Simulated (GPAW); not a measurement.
ZrSe2:

```xyz
3
Lattice="3.7980 0.0000 0.0000 -1.8990 3.2892 0.0000 0.0000 0.0000 6.1920" Properties=species:S:1:pos:R:3 pbc="T T T"
Zr    0.0000    0.0000    0.0000
Se    1.8990    1.0964    4.6440
Se    0.0000    2.1928    1.5480
```

Program: GPAW 26.7.0. Alike in all runs: cell as given. Hardware: 1 thread of Arm Neoverse V1, with other jobs on the host.

Q: Order these runs on this cell by their wall time, lowest first.
A. task band structure; level PBEsol; potentials or basis PAW data sets generated in the run's folder for this functional, pw; spin off; k mesh 8 × 8 × 5; cutoff (eV) 600; smearing fermi-dirac 0.05 eV; maxiter 150; band path GMKGALHA,LM,KH; band points 60; mesh quality not flagged
B. task single point; level PBE; potentials or basis GPAW PAW data sets (gpaw-data 1.2.1), pw; spin off; k mesh 8 × 8 × 5; cutoff (eV) 600; smearing gaussian 0.018 eV; maxiter 150; mesh quality not flagged
C. task single point; level B3LYP; potentials or basis GPAW PAW data sets (gpaw-data 1.2.1), pw; spin off; k mesh 4 × 4 × 2; cutoff (eV) 450; smearing fermi-dirac 0.05 eV; maxiter 60; mesh quality coarse
D. task band structure; level r2SCAN; potentials or basis GPAW PAW data sets (gpaw-data 1.2.1), pw; spin SOC, no magnetisation; k mesh 6 × 6 × 4; cutoff (eV) 600; smearing fermi-dirac 0.05 eV; maxiter 150; band path GMKGALHA,LM,KH; band points 80; spin axis theta (degrees) 54.7; spin axis phi (degrees) 45; mesh quality not flagged

A: B (47 s), A (110 s), D (340 s), C (2400 s).

Caveats: some runs use coarse meshes; spin-orbit coupling was added after a scalar SCF, so levels and gaps hold it while energy, forces, pressure and moments don't (some runs); exact exchange converges slowly with the k mesh, and this mesh is small (some runs).
